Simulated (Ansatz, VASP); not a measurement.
Two plane-wave programs on Ge

Contents of INCAR:

```
ALGO = Normal
EDIFF = 1E-7
EDIFFG = -0.005
ENCUT = 600
GGA = PE
IBRION = 2
ISIF = 3
ISMEAR = -1
LASPH = T
LCHARG = F
LREAL = F
LWAVE = F
NELM = 100
NSW = 40
PREC = Accurate
SIGMA = 0.05
```

KPOINTS

```
k-points
0
Gamma
  8 8 8
```

POSCAR

```
Ge
1.0
    0.0000000000      2.8289100000      2.8289100000
    2.8289100000      0.0000000000      2.8289100000
    2.8289100000      2.8289100000      0.0000000000
Ge
2
Direct
    0.7500000000      0.7500000000      0.7500000000
    0.5000000000      0.5000000000      0.5000000000
```

Contents of input.yaml:

```yaml
crystal:
  lattice:
    - [0.0, 2.82891, 2.82891]
    - [2.82891, 0.0, 2.82891]
    - [2.82891, 2.82891, 0.0]
  atoms:
    - { symbol: Ge, position: [0.75, 0.75, 0.75] }
    - { symbol: Ge, position: [0.5, 0.5, 0.5] }
hamiltonian:
  xc: pbe
  pseudopotentials: { kind: paw }
kpoints:
  mp_grid: { grid: [8, 8, 8] }
scf:
  occupations: { method: fermi_dirac, width: 0.05 }
output:
  forces: true
  stress: true
  write_density: true
  write_potential: true
  elf: true
  volumetric_format: npy
relax:
  f_tol: 0.01
  max_steps: 40
  cell: { stress_tol: 0.05 }
```

Alike in both runs: task relaxation of cell and atoms; functional PBE; k mesh 8 × 8 × 8; occupations fermi-dirac, width 0.05 eV; no spin polarisation.

```csv
,VASP,Ansatz
version,VASP 6.6.1,Ansatz 0.2.0
potentials or method,"VASP PAW PBE potentials, release 54 (Ge_d)",Ansatz PAW
plane-wave cutoff (eV),600,420
valence electrons in the cell,28,28
```

```csv
,VASP,Ansatz,Ansatz less VASP
"gap on the k mesh at the Fermi level, each at its own relaxed structure (eV)",none,none,-
relaxed volume (Å³/atom),23.91,23.91,-0.002
relaxed cell length with the largest relative difference (Å),4.074,4.074,-0.0001
energy change over the relaxation (meV/atom),-14,-14,-0.2
```

A gap of «none» marks a metal or a gap that the smearing closes.

Caveats: this crystal is a semiconductor, whose small gap the functional closes, so the metal is an error of the method; the plane-wave basis is chosen anew once the cell has moved, so the energies of steps on either side of that aren't comparable (Ansatz). Zero-point motion and thermal expansion aren't in these numbers.
